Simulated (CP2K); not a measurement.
**ZnS: equation of state with LDA**

**What was measured.**

From “Electronic, vibrational, and thermodynamic properties of ZnS (zincblende and rocksalt structure)”, 2009, arxiv:0911.5022, for a bulk crystal of ZnS: bulk modulus 76.9 GPa.

The system is ZnS.

```
Zn S
1.0
     3.82121    0.00000    0.00000
     1.91060    3.30926    0.00000
     1.91060    1.10309    3.12000
Zn S
1 1
Direct
  0.75000 0.75000 0.75000
  0.00000 0.00000 0.00000
```

```json
{
 "Program": "CP2K 2026.2",
 "Task": "equation of state",
 "Functional": "LDA",
 "Potentials or basis": "GTH_POTENTIALS Zn GTH-PADE-q12, S GTH-PADE-q6; TZVP-MOLOPT-PBE-GTH basis",
 "Density cutoff": "6123 eV",
 "k mesh": "9 × 9 × 9",
 "Occupations": "fermi-dirac, width 0.01 eV",
 "Spin": "no spin polarisation"
}
```

```yaml
Equilibrium_volume: 18.67 Å³/atom
Bulk_modulus: 89 GPa
Pressure_derivative_of_the_bulk_modulus: 4.6
```

Energy against volume, from the lowest point:
```csv
volume (Å³/atom),energy (meV/atom)
18.543,0.00
18.938,0.84
19.332,5.99
19.727,14.93
20.121,27.24
20.516,42.56
20.910,60.56
```

All runs of the series together: 5 min on 1 thread of Arm Neoverse V2, on a shared host.

Against the measured bulk modulus of ZnS, 76.9 GPa (quoted in “Electronic, vibrational, and thermodynamic properties of ZnS (zincblende and rocksalt structure)”, 2009, arxiv:0911.5022), the calculated 89 GPa is off by +15.8 %. The fit is for a static lattice scaled at fixed shape and fixed fractional positions.

Caveat: the basis of atomic orbitals isn't converged, which shifts pressures, moduli and gaps. LDA usually gives volumes a few per cent too small.
